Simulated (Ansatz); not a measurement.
**Relaxing Pd**

All numbers below come from Ansatz, DFT PBE, scalar-relativistic, plane waves, PAW.

The start is a database structure of Pd, space group Fm-3m (No. 225).

Input of the last, converged step (default PAW datasets):

```yaml
crystal:
  lattice:
    - [0.0, 1.9749216096, 1.9749216096]
    - [1.9749216096, 0.0, 1.9749216096]
    - [1.9749216096, 1.9749216096, 0.0]
  atoms:
    - { symbol: Pd, position: [0.0, 0.0, 0.0] }
basis:
  ecutwfc: 420
kpoints:
  mp_grid: { grid: [24, 24, 24] }
hamiltonian:
  xc: pbe
scf:
  occupations: { method: gaussian, width: 0.1 }
output:
  forces: true
  stress: true
  eigenvalues: true
relax:
  adjacent_minimum: "off"
  f_tol: 0.01
  max_steps: 80
  cell: { stress_tol: 0.05 }
```

It can be run as:

```bash
ansatz run input.yaml --threads 1 --pin off --backend cpu --events-out ev --progress --plain --runs-dir out  # memory cap (--max-ram) not shown
```

End of the output:

```
SCF converged after 4 iterations
Free energy (F): -6972.855705 eV
Harris-Foulkes:  -6972.855705 eV  (|F-HF|=1.82e-12)
Internal energy: -6972.843482 eV  (E = F + TS)
E sigma→0 (E₀):  -6972.849594 eV
Entropy (-TS):   -0.012224 eV (-12.224 meV/atom)
Fermi energy:    18.825550 eV
--- Per-component energies (eV) ---
  E_band       = -151.878344
  E_kinetic    = 513.149209
  E_local      = -1802.356709  (includes V_loc(G=0)·N_el)
  E_nonlocal   = 217.217133
  E_hartree    = 730.416288
  E_xc         = -168.475276
  E_vxc        = -211.352200  (∫ρ·V_xc dr)
  E_paw        = -3750.206742  (= ΣΔE_a)
  E_vpaw       = -329.368494  (= ΣTr[D̂ρ^β])
  E_aug_tail   = 0.000200  (compensation charges beyond the density's cutoff)
  E_ewald      = -2712.587585
  E_smearing   = -0.012224  (= −TS)
  E_closure    =  0.000000  (closes the sum)
  Σ components = -6972.855705   (vs F -6972.855705, Δ=0.00e0)
--- Forces (eV/Å), atoms counted from 1 ---
  atom   1  Pd     0.00000000     0.00000000     0.00000000
  max |Σ_I F_I| component: 2.47e-32 eV/Å
--- Stress (GPa, compression-positive) ---
       -0.004860       0.000000       0.000000
        0.000000      -0.004860       0.000000
        0.000000       0.000000      -0.004860
  P = ⅓ Tr σ = -0.0049 GPa (-0.049 kbar)
--- Relaxed structure (3 steps of the walk, 3 accepted, 1 SCFs on fresh bases) ---
  F+E_penalty+E_count = -6972.85570550 eV   max|allowed force component| = 0.000e0 eV/Å   (the final SCF, on the basis selected at the relaxed cell)
  cell:  # Å, volume = 15.3239 Å³
    - [0.000000, 1.971421, 1.971421]
    - [1.971421, 0.000000, 1.971421]
    - [1.971421, 1.971421, 0.000000]
  atoms:
    - { symbol: Pd, position: [0.0, 0.0, 0.0] }
```

Total energies depend on the potentials used, so only differences within one code and one set of settings carry meaning.

The result has space group Fm-3m (No. 225). Around Pd lie 12 Pd at 2.79 Å.

A structure relaxed within its symmetry needn't be a true minimum.